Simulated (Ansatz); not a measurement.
Input and command of a plane-wave DFT calculation in Ansatz:

```yaml
crystal:
  lattice:
    - [0.0, 4.5481927936, 0.0]
    - [-4.5481927936, 0.0, 0.0]
    - [0.0, 0.0, 4.5481927936]
  atoms:
    - { symbol: B, position: [0.5, 1.0, 0.5], spin: 0.125 }
    - { symbol: B, position: [0.0, 0.5, 0.5], spin: 0.125 }
    - { symbol: B, position: [0.5, 0.5, 0.0], spin: 0.125 }
    - { symbol: B, position: [0.0, 1.0, 0.0] }
    - { symbol: P, position: [0.2319531579, 0.7680468421, 0.2319531579], spin: 0.125 }
    - { symbol: P, position: [0.7680468421, 0.2319531579, 0.2319531579], spin: 0.125 }
    - { symbol: P, position: [0.2319531579, 0.2319531579, 0.7680468421], spin: 0.125 }
    - { symbol: P, position: [0.7680468421, 0.7680468421, 0.7680468421], spin: 0.125 }
    - { symbol: P, position: [0.5, 0.5, 0.5], spin: 0.125 }
  host:
    lattice:
      - [0.0, 2.2740963968, 2.2740963968]
      - [2.2740963968, 0.0, 2.2740963968]
      - [2.2740963968, 2.2740963968, 0.0]
    atoms:
      - { symbol: B, position: [0.0, 0.0, 0.0] }
      - { symbol: P, position: [0.25, 0.25, 0.25] }
total_charge: 2
basis:
  ecutwfc: 420
  xc_grid: 2
kpoints:
  mp_grid: { grid: [3, 3, 3], shift: [0.0, 0.0, 0.0] }
hamiltonian:
  xc: pbe
scf:
  occupations: { method: gaussian, width: 0.01 }
output:
  forces: true
  stress: false
  eigenvalues: true
  populations: true
  charged_corrections:
    defect_position: [0.5, 0.5, 0.5]
    epsilon: [[9.2563, 0.0, 0.0], [0.0, 9.2563, 0.0], [0.0, 0.0, 9.2563]]
  write_density: true
  write_potential: true
  elf: true
  volumetric_format: npy
magnetization:
  spin_polarized: true
relax:
  adjacent_minimum: "off"
  f_tol: 0.025
  max_steps: 45
```

```bash
ansatz run input.yaml --threads 4 --pin off --max-ram 10240MiB --backend cpu --events-out ev --progress --plain --runs-dir out
```

Processor: Arm Neoverse V2, 4 threads, on a host shared with other jobs.

Problem. Estimate time, memory and problem size.

Solution. About 2.6 s on 4 threads of Arm Neoverse V2, with other jobs on the host, peak memory 0.35 GiB. It solves 27 bands at 4 k points (the mesh reduced by the symmetry that the task leaves, which can be less than the crystal's) with about 1839 plane waves, in 19 SCF iterations over 3 ionic steps.

The relaxation kept the symmetry at the defect while a level is partly filled, so a distortion that splits the level (Jahn–Teller) was held off and may lie lower. The cell is also small for a charged defect.
